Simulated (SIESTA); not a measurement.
## Moving spin-orbit coupling in Bi2Se3

```yaml
crystal:
  lattice:
    - [2.07150, 1.19598, 9.54533]
    - [-2.07150, 1.19598, 9.54533]
    - [0.00000, -2.39196, 9.54533]
  atoms:
    - { symbol: Bi, position: [0.59920, 0.59920, 0.59920] }
    - { symbol: Bi, position: [0.40080, 0.40080, 0.40080] }
    - { symbol: Se, position: [0.78830, 0.78830, 0.78830] }
    - { symbol: Se, position: [0.21170, 0.21170, 0.21170] }
    - { symbol: Se, position: [0.00000, 0.00000, 0.00000] }
```

Kept alike: task band structure; functional PBEsol; k mesh 6 × 6 × 6; occupations fermi-dirac, width 0.05 eV. Program: SIESTA, potentials by row: files PseudoDojo sr-pbesol-0.4.1-standard, DZP (energy shift 0.003 Ry; two zetas on semicore shells) (off); files PseudoDojo fr-pbesol-0.4-standard, DZP (energy shift 0.003 Ry; two zetas on semicore shells) (on). The mesh is that of the run's cell of 5 atoms.

| spin-orbit coupling | band gap (eV) |
| --- | --- |
| off | 0.170 |
| on | 0.263 |

Gaps are the smaller of the mesh's and the band path's.

The band gap runs from 0.170 (off) to 0.263 eV (on). Spin-orbit coupling splits p and d bands at the edges, and the more so the heavier the atoms.

Spin-orbit coupling widens the gap of Bi2Se3 from 0.170 to 0.263 eV, whereas in an ordinary heavy-element semiconductor the splitting of the p bands usually narrows it. The increase fits the known band inversion of this compound. Without the coupling, the states nearest the gap at the zone centre are Bi p_z-derived antibonding states above and Se p_z-derived bonding states below. Spin-orbit coupling mixes the p_z states with the in-plane p orbitals, pushing the Bi-derived level down and the Se-derived level up until they cross. Away from the zone centre the same interaction hybridises the crossed bands and opens a new gap. The two values therefore probably belong to gaps of different character, and their difference is not a measure of the atomic spin-orbit splitting. A larger gap alone does not establish the topological phase; that would require the parities of the occupied states at the time-reversal-invariant momenta, or an equivalent invariant.
